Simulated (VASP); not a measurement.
# InP (Fm-3m) in VASP: a series of runs, part 2 of 3

VASP 6.6.1.

**3. Electric field gradients, PBE**

Input file INCAR:

```
PREC = Accurate
ENCUT = 520
EDIFF = 1E-8
ISMEAR = 0
SIGMA = 0.02
LREAL = False
LASPH = True
NELM = 80
ALGO = Fast
ISIF = 2
LWAVE = False
LCHARG = False
GGA = PE
LEFG = True
```

Input file KPOINTS:

```
Automatic mesh
0
Gamma
  8 8 8
```

Input file POSCAR:

```
InP
1.0
    0.0000000000      2.7688340000      2.7688340000
    2.7688340000      0.0000000000      2.7688340000
    2.7688340000      2.7688340000      0.0000000000
In P
1 1
Direct
    0.0000000000      0.0000000000      0.0000000000
    0.5000000000      0.5000000000      0.5000000000
```

Potentials or basis: VASP PAW PBE potentials, release 64 (In_d, P).

The run is started by

```console
> cat potpaw_PBE.64/In_d/POTCAR potpaw_PBE.64/P/POTCAR > POTCAR
> mpirun -np 1 vasp_std > vasp.out
```

OUTCAR:

```text
PREC = Accurate
   ENCUT = 520
   EDIFF = 1E-8
   ISMEAR = 0
   LREAL = False
   LASPH = True
   NELM = 80
   ISIF = 2
   GGA = PE

 ion  position               nearest neighbor table
   1  0.000  0.000  0.000-   2 2.77   2 2.77   2 2.77   2 2.77   2 2.77   2 2.77
   2  0.500  0.500  0.500-   1 2.77   1 2.77   1 2.77   1 2.77   1 2.77   1 2.77

  LATTYP: Found a face centered cubic cell.
 ALAT       =     5.5376680000

  Lattice vectors:

 A1 = (   0.0000000000,   2.7688340000,   2.7688340000)
 A2 = (   2.7688340000,   0.0000000000,   2.7688340000)
 A3 = (   2.7688340000,   2.7688340000,   0.0000000000)

Analysis of symmetry for initial positions (statically):
=====================================================================
 Subroutine PRICEL returns:
 Original cell was already a primitive cell.

 Routine SETGRP: Setting up the symmetry group for a
 face centered cubic supercell.

 Subroutine GETGRP returns: Found 48 space group operations
[... 574 lines left out ...]
  volume of cell :       42.45
      direct lattice vectors                 reciprocal lattice vectors
     0.000000000  2.768834000  2.768834000    -0.180581429  0.180581429  0.180581429
     2.768834000  0.000000000  2.768834000     0.180581429 -0.180581429  0.180581429
     2.768834000  2.768834000  0.000000000     0.180581429  0.180581429 -0.180581429

 POSITION                                       TOTAL-FORCE (eV/Angst)
 -----------------------------------------------------------------------------------
      0.00000      0.00000      0.00000        -0.000000      0.000000     -0.000000
      2.76883      2.76883      2.76883         0.000000     -0.000000      0.000000
 -----------------------------------------------------------------------------------
    total drift:                               -0.000000      0.000000      0.000000

  FREE ENERGIE OF THE ION-ELECTRON SYSTEM (eV)
  ---------------------------------------------------
  free  energy   TOTEN  =        -7.9084626123 eV

  energy  without entropy=       -7.9083594696  energy(sigma->0) =       -7.90841104

 Electric field gradients (V/A^2)
---------------------------------------------------------------------
 ion       V_xx      V_yy      V_zz      V_xy      V_xz      V_yz
---------------------------------------------------------------------
   1       0.000     0.000    -0.000     0.002     0.002     0.002
   2      -0.000    -0.000    -0.000    -0.000    -0.000    -0.000
---------------------------------------------------------------------

 Electric field gradients after diagonalization (V/A^2)
 (convention: |V_zz| > |V_xx| > |V_yy|)
----------------------------------------------------------------------
 ion       V_xx      V_yy      V_zz     asymmetry (V_yy - V_xx)/ V_zz
----------------------------------------------------------------------
   1      -0.002    -0.002     0.004       0.000
   2       0.000     0.000    -0.001       0.000
----------------------------------------------------------------------

           NMR quadrupolar parameters

 Cq : quadrupolar parameter    Cq=e*Q*V_zz/h
 eta: asymmetry parameters     (V_yy - V_xx)/ V_zz
 Q  : nuclear electric quadrupole moment in mb (millibarn)
----------------------------------------------------------------------
 ion       Cq(MHz)       eta       Q (mb)
----------------------------------------------------------------------
   1       0.000       0.000       1.000
   2      -0.000       0.000       1.000
----------------------------------------------------------------------
```

OSZICAR:

```text
N       E                     dE             d eps       ncg     rms          rms(c)
DAV:   1     0.113186881554E+03    0.11319E+03   -0.87505E+03   759   0.164E+03
DAV:   2     0.303499694223E+00   -0.11288E+03   -0.10910E+03   784   0.348E+02
DAV:   3    -0.799692394893E+01   -0.83004E+01   -0.79300E+01   999   0.917E+01
[... 15 lines left out ...]
RMM:  19    -0.790846255379E+01    0.11886E-06   -0.15985E-07  1015   0.515E-03    0.157E-03
RMM:  20    -0.790846257521E+01   -0.21420E-07   -0.11141E-08   482   0.135E-03    0.916E-04
RMM:  21    -0.790846259014E+01   -0.14926E-07   -0.68498E-09   473   0.918E-04    0.532E-04
RMM:  22    -0.790846261279E+01   -0.22651E-07   -0.51124E-09   487   0.750E-04    0.344E-04
RMM:  23    -0.790846261226E+01    0.52592E-09   -0.40181E-09   472   0.736E-04
   1 F= -.79084626E+01 E0= -.79084110E+01  d E =-.103143E-03
```

stdout:

```text
POSCAR found type information on POSCAR InP
 POSCAR found :  2 types and       2 ions
 scaLAPACK will be used
 LDA part: xc-table for (Slater+PW92), standard interpolation
 POSCAR, INCAR and KPOINTS ok, starting setup
 FFT: planning ... GRIDC
 FFT: planning ... GRID_SOFT
 FFT: planning ... GRID
 WAVECAR not read
 entering main loop
 num prob  num prob RMM:  18    -0.790846267265E+01   -0.35073E-07   -0.27469E-08   620   0.192E-03    0.597E-03
 num prob  num prob RMM:  20    -0.790846257521E+01   -0.21420E-07   -0.11141E-08   482   0.135E-03    0.916E-04
 num prob RMM:  21    -0.790846259014E+01   -0.14926E-07   -0.68498E-09   473   0.918E-04    0.532E-04
 num prob  num prob  num prob RMM:  22    -0.790846261279E+01   -0.22651E-07   -0.51124E-09   487   0.750E-04    0.344E-04
 num prob  num prob  num prob  num prob RMM:  23    -0.790846261226E+01    0.52592E-09   -0.40181E-09   472   0.736E-04
ion   1

ion   2
```

It took 42 s on 1 thread of Intel Xeon Platinum 8559C (Emerald Rapids), shared host; peak memory 0.16 GiB.

Results:

- Free energy: -7.9085 eV
- Pressure: -0.1 GPa
- Band gap on the k mesh: none (metal or under the smearing width)

Electric field gradients, principal values (V/Å²):
```
atom     Vxx     Vyy     Vzz
1 In  -0.002  -0.002   0.004
 2 P   0.000   0.000  -0.001
```

**4. Core levels, PBE**

Input file INCAR:

```
PREC     = Accurate       # precision mode
ENCUT    = 520            # plane-wave cutoff, eV
EDIFF    = 1E-7           # SCF threshold, eV
ISMEAR   = 0              # smearing method
SIGMA    = 0.02           # smearing width, eV
LREAL    = False          # projectors in reciprocal space
LASPH    = True           # aspherical terms in the spheres
NELM     = 80             # most SCF steps
ALGO     = Fast           # electronic algorithm
ISIF     = 2              # what is computed and relaxed
LWAVE    = False          # write WAVECAR
LCHARG   = False          # write CHGCAR
GGA      = PE             # functional
ICORELEVEL= 1
```

KPOINTS is that of step 3.

POSCAR is that of step 3.

Potentials or basis: VASP PAW PBE potentials, release 64 (In_d, P).

The run is started by

```console
> cat potpaw_PBE.64/In_d/POTCAR potpaw_PBE.64/P/POTCAR > POTCAR
> mpirun -np 1 vasp_std > vasp.out
```

OUTCAR:

```text
PREC = Accurate
   ENCUT = 520
   EDIFF = 1E-7
   ISMEAR = 0
   LREAL = False
   LASPH = True
   NELM = 80
   ISIF = 2
   GGA = PE

 ion  position               nearest neighbor table
   1  0.000  0.000  0.000-   2 2.77   2 2.77   2 2.77   2 2.77   2 2.77   2 2.77
   2  0.500  0.500  0.500-   1 2.77   1 2.77   1 2.77   1 2.77   1 2.77   1 2.77

  LATTYP: Found a face centered cubic cell.
 ALAT       =     5.5376680000

  Lattice vectors:

 A1 = (   0.0000000000,   2.7688340000,   2.7688340000)
 A2 = (   2.7688340000,   0.0000000000,   2.7688340000)
 A3 = (   2.7688340000,   2.7688340000,   0.0000000000)

Analysis of symmetry for initial positions (statically):
=====================================================================
 Subroutine PRICEL returns:
 Original cell was already a primitive cell.

 Routine SETGRP: Setting up the symmetry group for a
 face centered cubic supercell.

 Subroutine GETGRP returns: Found 48 space group operations
 (whereof 48 operations were pure point group operations)
 out of a pool of 48 trial point group operations.

The static configuration has the point symmetry O_h .

Analysis of symmetry for dynamics (positions and initial velocities):
[... 180 lines left out ...]
      5      -7.1924      2.00000
      6      -4.9587      2.00000
      7       6.7772      2.00000
      8       6.7772      2.00000
      9       6.7772      2.00000
     10       7.5714      0.00000
     11      14.1436      0.00000
     12      14.1436      0.00000
     13      14.1436      0.00000
[... 258 lines left out ...]
  band No.  band energies     occupation
      1      -7.4623      2.00000
      2      -7.2386      2.00000
      3      -7.1711      2.00000
      4      -7.0977      2.00000
      5      -7.0977      2.00000
      6      -2.6252      2.00000
      7       2.8422      2.00000
      8       4.9723      2.00000
      9       4.9723      2.00000
     10       5.4518      2.00000
     11      11.1363      0.00000
     12      15.8792      0.00000
     13      16.0071      0.00000

------------------------ aborting loop because EDIFF is reached ----------------------------------------

  FORCE on cell =-STRESS in cart. coord.  units (eV):
  Direction    XX          YY          ZZ          XY          YZ          ZX
  --------------------------------------------------------------------------------------
  -------------------------------------------------------------------------------------
  Total       -0.0259699     -0.0259699     -0.0259699     -0.0000000      0.0000000      0.0000000
  in kB       -0.9800760     -0.9800760     -0.9800760     -0.0000000      0.0000000      0.0000000
  external PRESSURE =      -0.9800760 kB  Pullay stress =       0.0000000 kB

 VOLUME and BASIS-vectors are now :
 -----------------------------------------------------------------------------
  energy-cutoff  :      520.00
  volume of cell :       42.45
      direct lattice vectors                 reciprocal lattice vectors
     0.000000000  2.768834000  2.768834000    -0.180581429  0.180581429  0.180581429
     2.768834000  0.000000000  2.768834000     0.180581429 -0.180581429  0.180581429
     2.768834000  2.768834000  0.000000000     0.180581429  0.180581429 -0.180581429

 POSITION                                       TOTAL-FORCE (eV/Angst)
 -----------------------------------------------------------------------------------
      0.00000      0.00000      0.00000        -0.000000      0.000000      0.000000
      2.76883      2.76883      2.76883         0.000000     -0.000000     -0.000000
 -----------------------------------------------------------------------------------
    total drift:                               -0.000000      0.000000      0.000000

  FREE ENERGIE OF THE ION-ELECTRON SYSTEM (eV)
  ---------------------------------------------------
  free  energy   TOTEN  =        -7.9084626537 eV

  energy  without entropy=       -7.9083594929  energy(sigma->0) =       -7.90841107
```

Wall time 33 s (1 thread of Intel Xeon Platinum 8559C (Emerald Rapids), shared host); peak memory 0.16 GiB.

What came out:

| Quantity | Value |
| --- | --- |
| Free energy | -7.9085 eV |
| Pressure | -0.1 GPa |
| Band gap on the k mesh | none (metal or under the smearing width) |

Core levels (eV, on the scale of the bands):
```tsv
atom	levels
1 In	1s -27736.3, 2s -4142.8, 2p -3716.8, 3s -776.8, 3p -637.3, 3d -421.0, 4s -108.1, 4p -66.6
2 P	1s -2070.6, 2s -160.7, 2p -111.2
```

(Continued in part 3 of 3.)
